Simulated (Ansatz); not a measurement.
# Migration of H in CsCl

Level of theory: Ansatz 0.2.0, DFT PBE, scalar-relativistic, plane waves, PAW. Run with 420 eV cutoff, 2×2×2 k-mesh, Gaussian smearing of 0.02 eV, collinear spin.

Host crystal, relaxed:

```yaml
crystal:
  lattice:
    - [4.20293, 0.00000, 0.00000]
    - [0.00000, 4.20293, 0.00000]
    - [0.00000, 0.00000, 4.20293]
  atoms:
    - { symbol: Cs, position: [0.00000, 0.00000, 0.00000] }
    - { symbol: Cl, position: [0.50000, 0.50000, 0.50000] }
```

In a supercell of 16 host sites, interstitial H hops to an equivalent place, moving 2.66 Å between the relaxed ends. Climbing-image nudged elastic band at fixed cell with images 0 (start) to 6 (end), the path measured over all atoms, converged to 0.05 eV/Å; the order of the saddle wasn't checked, and the small cell leaves errors of about a tenth of an eV. Zero-point motion and tunnelling, which matter for H, are left out.

Supercell rows in host cell vectors: 0 -2 0; 0 -1 -2; 2 -1 0. H was set at (0.000, 0.250, 0.500) of the host cell.

At the relaxed start H has 1 Cl at 2.18 Å, 1 Cl at 2.54 Å, 2 Cs at 2.99 Å, 2 Cs at 3.02 Å.

Spin-orbit coupling is left out, which matters for the bands and energies of heavy elements.

**Question.** What barrier does the band give, and what surrounds the atom at the top?

**Answer.** 0.07 eV at image 3, where H has 1 Cl at 1.96 Å, 2 Cs at 2.77 Å.

Cost: 1 run of about 30 core-minutes, on Intel Xeon Platinum 8259CL (Skylake/Cascade Lake) (shared hosts).